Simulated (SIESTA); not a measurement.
Ti:

```
CELL_PARAMETERS angstrom
4.56737 0.00000 0.00000
-2.28369 3.95546 0.00000
0.00000 0.00000 2.82624
ATOMIC_POSITIONS crystal
Ti 0.66667 0.33333 0.50000
Ti 0.33333 0.66667 0.50000
Ti 0.00000 0.00000 0.00000
```

This isn't the form of Ti at room conditions, which is hcp.

Base run:

```yaml
Program: SIESTA 5.4.2
Functional: PBE
Potentials_or_basis: PseudoDojo 0.4 standard (PBE files)
Basis: DZP (energy shift 0.003 Ry; two zetas on semicore shells)
Grid_cutoff: 800 Ry
Energy_shift: 0.003 Ry
k_mesh: 7 × 7 × 9
Occupations: fermi-dirac, width 0.05 eV
Spin: no spin polarisation
```

Its results: band gap on the k mesh none (metal or under the smearing width); pressure 1.2 GPa.

Q: The run is repeated on the same cell with these changes: functional from PBE to LDA; potentials or basis from PseudoDojo 0.4 standard (PBE files) to PseudoDojo 0.4 standard (LDA files). What comes out?

A: Band gap on the k mesh none (metal or under the smearing width); pressure -7.6 GPa.

Caveats: the basis of atomic orbitals isn't converged, which shifts pressures, moduli and gaps.
